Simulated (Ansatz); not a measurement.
ZnO in the rocksalt structure, relaxed with r2SCAN, was run in the PAW code Ansatz under altered settings. All numbers are computed, without spin polarisation but where a row says otherwise.

```
CELL_PARAMETERS angstrom
0.00000 2.13377 2.13377
2.13377 0.00000 2.13377
2.13377 2.13377 0.00000
ATOMIC_POSITIONS crystal
Zn 0.00000 0.00000 0.00000
O 0.50000 0.50000 0.50000
```

The base run's other keys:
```yaml
kpoints:
  mp_grid: { grid: [8, 8, 8] }
hamiltonian:
  xc: pbe
scf:
  occupations: { method: fixed }
  n_extra_bands: 4
```

It takes 6 iterations with 339 plane waves at 420 eV and 29 k points, and leaves a mean stress of +7.94 GPa. The gap over this mesh is 0.950 eV. It ran on 4 threads of AMD EPYC (Zen 3) (shared host).

Outcomes, with energy and stress as changes against the base:
```tsv
setting	outcome	ΔF (meV/atom)	Δ mean stress (GPa)	gap on the mesh (eV)	iterations	wall time
kpoints.mp_grid.grid: [4, 4, 4]	converged	+17.2	-0.07	0.936	6	2.6 s
scf.mixing.preconditioner: none	converged	0.0	0.00	0.950	6	2.9 s
scf.mixing.beta: 1.0	converged	0.0	0.00	0.950	6	3.4 s
scf.n_extra_bands: 0	converged	0.0	0.00	0.950	6	3.2 s
scf.occupations: cold 0.001	converged	0.0	0.00	0.950	5	3.2 s
accuracy: low	converged	0.0	0.00	0.950	6	3.3 s
basis.ecutwfc: 750	converged	-5.6	-0.11	0.953	7	4.3 s
hamiltonian.dispersion: d3bj	converged	-274	-4.61	0.950	6	3.1 s
accuracy: high	converged	0.0	0.00	0.949	7	3.3 s
basis.ecutwfc: 350	converged, warned	+54	+0.25	0.921	6	2.4 s
scf.mixing.ndim: 2	converged	0.0	0.00	0.950	7	2.9 s
scf.n_extra_bands: 1	converged	0.0	0.00	0.950	6	2.8 s
scf.mixing.preconditioner: kerker	converged	0.0	0.00	0.949	6	2.8 s
```
A dash marks a value that wasn't obtained or can't be compared. Stress is positive in compression. The base took 3.3 s.

- kpoints.mp_grid.grid: [4, 4, 4]. The free energy moves by +17.2 meV an atom, the mean stress by -0.07 GPa and the gap on the mesh by -0.014 eV (to 0.936). The mesh is too coarse.
- basis.ecutwfc: 750. 893 plane waves in place of 339. The free energy moves by -5.6 meV an atom, the mean stress by -0.11 GPa and the gap on the mesh by +0.003 eV (to 0.953). The base cutoff was converged to that degree.
- hamiltonian.dispersion: d3bj. The free energy moves by -274 meV an atom, the mean stress by -4.61 GPa and the gap on the mesh by 0.000 eV (to 0.950). A pairwise correction adds to energy, forces and stress and leaves the bands alone.
- basis.ecutwfc: 350. 283 plane waves in place of 339. The free energy moves by +54 meV an atom, the mean stress by +0.25 GPa and the gap on the mesh by -0.029 eV (to 0.921). The basis is too small: these are errors of the cutoff. Warned: cutoff below recommended.

Within 1 meV an atom, 0.1 GPa and 0.005 eV of the base stay: scf.mixing.preconditioner: none; scf.mixing.beta: 1.0; scf.n_extra_bands: 0; scf.occupations: cold 0.001; accuracy: low; accuracy: high; scf.mixing.ndim: 2; scf.n_extra_bands: 1; scf.mixing.preconditioner: kerker.
